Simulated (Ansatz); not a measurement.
Crystal: FeGe2.

```
CELL_PARAMETERS angstrom
-2.95956 2.95956 2.45140
2.95956 -2.95956 2.45140
2.95956 2.95956 -2.45140
ATOMIC_POSITIONS crystal
Ge 0.84511 0.34511 0.19021
Ge 0.65489 0.84511 0.50000
Ge 0.34511 0.15489 0.50000
Ge 0.15489 0.65489 0.80979
Fe 0.25000 0.25000 0.00000
Fe 0.75000 0.75000 0.00000
```

The cell is a database's computed one.

Base run:

* Program: Ansatz 0.2.0
* Functional: PBEsol
* Potentials or basis: Ansatz PAW
* Cutoff: 420 eV
* Density cutoff: 1680 eV
* k mesh: 7 × 7 × 7
* Occupations: fermi-dirac, width 0.05 eV
* Spin: collinear spin, ferromagnetic start
* Starting moments: [0.0, 0.0, 0.0, 0.0, 3.0, 3.0] μB

Its results: band gap on the k mesh none (metal or under the smearing width); pressure -5.4 GPa; net moment 2.39 μB per cell; site moments Ge -0.04; Fe +1.32 μB; largest force 0.153 eV/Å.

The run is repeated on the same cell with these changes: functional from PBEsol to LDA. What comes out?

Band gap on the k mesh none (metal or under the smearing width); pressure -9.6 GPa; net moment 2.24 μB per cell; site moments Ge -0.03; Fe +1.21 μB; largest force 0.222 eV/Å.

LDA binds more tightly than PBEsol, so the same cell stands under less pressure.

Caveats: the PAW data sets come from PBE, with cores solved anew for the run's functional, which leaves a small shift of forces and pressure.

Not every run made on this cell is shown here.
